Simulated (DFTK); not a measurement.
# BeS in DFTK: convergence with smearing width

Crystal: BeS.

```
S Be
1.0
     0.00000    2.48802    2.48802
     2.48802    0.00000    2.48802
     2.48802    2.48802    0.00000
S Be
1 1
Direct
  0.75000 0.75000 0.75000
  0.00000 0.00000 0.00000
```

The cell isn't the ideal one: cell stretched.

```yaml
Program: DFTK 0.8.2
Task: convergence study
Functional: LDA
Potentials_or_basis: cp2k.nc.sr.lda.v0_1.largecore.gth (LDA, GTH, large core)
Cutoff: 1116 eV
k_mesh: 5 × 5 × 5
Occupations: gaussian, width 0.5 eV
Spin: collinear spin, ferromagnetic start
Starting_moments: "[0.5, 0.0] μB"
```

These are the settings of the first run; the series varies smearing width, with any setting tied to it.

Hardware: 1 thread of Intel(R) Xeon(R) 6975P-C (Granite Rapids) (shared host).

```tsv
smearing width	energy less the tightest run, at zero smearing (meV/atom)	SCF cycles
0.5 eV	0.00	9
0.3 eV	0.00	9
0.2 eV	0.00	9
0.1 eV	0.00	9
0.05 eV	0.00	9
0.025 eV	0.00	9
0.01 eV	0.00	9
```

Against the tightest run, the energy stays within 1 meV/atom from 0.5 eV on. The tightest run that finished is the yardstick and may itself not be fully converged.

Caveat, for the tightest run too: the k mesh is coarse (spacing up to 0.44 Å⁻¹), so the values aren't converged; GTH potentials come without recommended cutoffs, and this one wasn't checked for convergence.
